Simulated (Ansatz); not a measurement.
Relaxing GdN in the PbO-type structure

Computed with Ansatz (plane waves, PAW, 420 eV cutoff): PBE+U (U_eff = 6 eV on Gd 4f), scalar-relativistic, collinear spin, Γ-centred 8×8×8 mesh, 0.05 eV Gaussian smearing. The datasets are Ansatz's generated set soft_2.

The start was a prototype's sites filled with these elements. The Crystallography Open Database lists the compound in space group Fm-3m (rock salt), so this is a trial structure.

The first cell:

```yaml
crystal:
  lattice:
    - [4.03272, 0.00000, 0.00000]
    - [0.00000, 4.03272, 0.00000]
    - [0.00000, 0.00000, 5.08156]
  atoms:
    - { symbol: Gd, position: [0.50000, 0.00000, 0.23680] }
    - { symbol: Gd, position: [0.00000, 0.50000, 0.76320] }
    - { symbol: N, position: [0.00000, 0.00000, 0.00000] }
    - { symbol: N, position: [0.50000, 0.50000, 0.00000] }
```

Moments typed, the run going on from the state of an earlier one (μB, in the order of the atoms): 7.0, 7.0, 0.0, 0.0.

The first steps of the search for zero pressure:

| run | level | k-mesh | kind | V (Å³/atom) | P (GPa) | gap on the mesh (eV) | largest moment (μB) |
| --- | --- | --- | --- | --- | --- | --- | --- |
| 1 | PBE+U | 6×6×4 | fixed cell | 20.66 | -4.9 | metal | 6.90 |

In a fixed cell the atoms aren't relaxed, so its pressure can be far from that of the relaxed cell at the same volume.

**Question.** At which volume does PBE+U reach zero pressure?

**Answer.** 16.80 Å³/atom, about 18.7 % under the start.

The steps that followed:

| run | level | k-mesh | kind | V (Å³/atom) | P (GPa) | E − E(final) (meV/atom) | gap on the mesh (eV) | largest moment (μB) |
| --- | --- | --- | --- | --- | --- | --- | --- | --- |
| 2 | PBE+U | 6×6×4 | shape and atoms relaxed, volume fixed | 20.66 | -4.0 | – | metal | 6.88 |
| 3 | PBE+U | 6×6×4 | shape and atoms relaxed, volume fixed | 20.11 | -3.8 | – | metal | 6.88 |
| 4 | PBE+U | 6×6×4 | shape and atoms relaxed, volume fixed | 18.10 | -2.4 | – | metal | 6.88 |
| 5 | PBE+U | 6×6×4 | shape and atoms relaxed, volume fixed | 16.29 | 1.5 | – | 0.50 | 6.87 |
| 6 | PBE+U | 6×6×4 | shape and atoms relaxed, volume fixed | 16.87 | -0.2 | – | 0.28 | 6.87 |
| 7 | PBE+U | 8×8×8 | shape and atoms relaxed, volume fixed | 16.87 | -0.2 | 0.1 | 0.22 | 6.87 |
| 8 | PBE+U | 8×8×8 | shape and atoms relaxed, volume fixed | 16.80 | -0.1 | 0.0 | 0.25 | 6.87 |

Cell and atoms are those of this level's equilibrium.

The final structure (symmetry read at 0.01 Å). Symmetry: P4/nmm, No. 129, tetragonal system. Conventional cell: a = 4.325 Å, b = 4.325 Å, c = 3.594 Å, α = 90.00°, β = 90.00°, γ = 90.00°. Around Gd (site symmetry 4mm) lie 4 N at 2.33 Å. Around N (site symmetry -4m2) lie 4 Gd at 2.33 Å. (Neighbours are counted to 15 % beyond the shortest distance.)

```csv
atom,site,symmetry,x,y,z
Gd,2c,4mm,0.5000,0.0000,0.2440
N,2a,-4m2,0.0000,0.0000,0.0000
```

- Of 4 converged starts of the open shells, 4 reached the lowest state found.
- Among 7 magnetic starts the lowest energy, to 0.5 meV/atom, came from: ferromagnetic; antiferromagnetic, doubled cell, propagation vector (0, 0, 1/2); antiferromagnetic, doubled cell, propagation vector (0, 1/2, 0); small parallel starting moments. The next state (antiferromagnetic in the cell, signs +-) lies 0.9 meV/atom higher.
- At the final geometry the gap, band path included, is 0.25 eV and the site spin moments are Gd 6.87; N -0.10 μB.
- The equation of state gives B0 = 44 GPa and B0′ = 7.5.
- The runs in the table took roughly 9 core-minutes.

These numbers lack spin–orbit coupling. The run wasn't fully tested for a lower electronic state. Site moments are of spin, integrated over atomic spheres.
